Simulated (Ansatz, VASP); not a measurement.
# SiC (Moissanite 6H): VASP beside Ansatz

File INCAR:

```
PREC = Accurate
ENCUT = 520
EDIFF = 1E-6
ISMEAR = 0
SIGMA = 0.014
LREAL = False
LASPH = True
NELM = 100
ALGO = Normal
ISIF = 2
LWAVE = False
LCHARG = False
GGA = PE
NBANDS = 36
```

KPOINTS

```
Automatic mesh
0
Gamma
  10 10 2
```

POSCAR

```
SiC
1.0
    3.0950000000      0.0000000000      0.0000000000
   -1.5475000000      2.6803486247      0.0000000000
    0.0000000000      0.0000000000     15.1700000000
Si C
6 6
Direct
    0.6666666667      0.3333333333      0.4583000000
    0.3333333333      0.6666666667      0.9583000000
    0.6666666667      0.3333333333      0.7917000000
    0.3333333333      0.6666666667      0.2917000000
    0.0000000000      0.0000000000      0.6250000000
    0.0000000000      0.0000000000      0.1250000000
    0.6666666667      0.3333333333      0.3333000000
    0.3333333333      0.6666666667      0.8333000000
    0.6666666667      0.3333333333      0.6667000000
    0.3333333333      0.6666666667      0.1667000000
    0.0000000000      0.0000000000      0.5000000000
    0.0000000000      0.0000000000      0.0000000000
```

Contents of input.yaml:

```yaml
crystal:
  lattice:
    - [3.095, 0.0, 0.0]
    - [-1.5475, 2.6803486247, 0.0]
    - [0.0, 0.0, 15.17]
  atoms:
    - { symbol: Si, position: [0.6666666667, 0.3333333333, 0.4583] }
    - { symbol: Si, position: [0.3333333333, 0.6666666667, 0.9583] }
    - { symbol: Si, position: [0.6666666667, 0.3333333333, 0.7917] }
    - { symbol: Si, position: [0.3333333333, 0.6666666667, 0.2917] }
    - { symbol: Si, position: [0.0, 0.0, 0.625] }
    - { symbol: Si, position: [0.0, 0.0, 0.125] }
    - { symbol: C, position: [0.6666666667, 0.3333333333, 0.3333] }
    - { symbol: C, position: [0.3333333333, 0.6666666667, 0.8333] }
    - { symbol: C, position: [0.6666666667, 0.3333333333, 0.6667] }
    - { symbol: C, position: [0.3333333333, 0.6666666667, 0.1667] }
    - { symbol: C, position: [0.0, 0.0, 0.5] }
    - { symbol: C, position: [0.0, 0.0, 0.0] }
hamiltonian:
  xc: pbe
  pseudopotentials: { kind: paw }
kpoints:
  mp_grid: { grid: [10, 10, 2] }
scf:
  occupations: { method: gaussian, width: 0.014 }
output:
  forces: true
  stress: true
  eigenvalues: true
  write_density: true
  write_potential: true
  elf: true
  volumetric_format: npy
```

Alike in both runs: task single point; functional PBE; k mesh 10 × 10 × 2; occupations gaussian, width 0.014 eV; no spin polarisation.

|  | VASP | Ansatz |
| --- | --- | --- |
| version | VASP 6.6.1 | Ansatz 0.2.0 |
| potentials or method | VASP PAW PBE potentials, release 64 (Si, C) | Ansatz PAW |
| plane-wave cutoff (eV) | 520 | 420 |
| valence electrons in the cell | 48 | 48 |

```tsv
	VASP	Ansatz	Ansatz less VASP
gap on the k mesh at the Fermi level (eV)	2.02	2.02	+0.002
least direct gap on the mesh (eV)	3.12	3.12	+0.002
pressure (GPa)	0.2	0.2	+0.05
largest component of the traceless stress (GPa)	0.51	0.51	-0.005
rms of the force components (eV/Å)	0.039	0.039	0.0000
```

Atom by atom the forces differ by 0.000 eV/Å (rms over components).

A k mesh can miss the band edges. As with any semilocal functional, this PBE gap is likely too small.
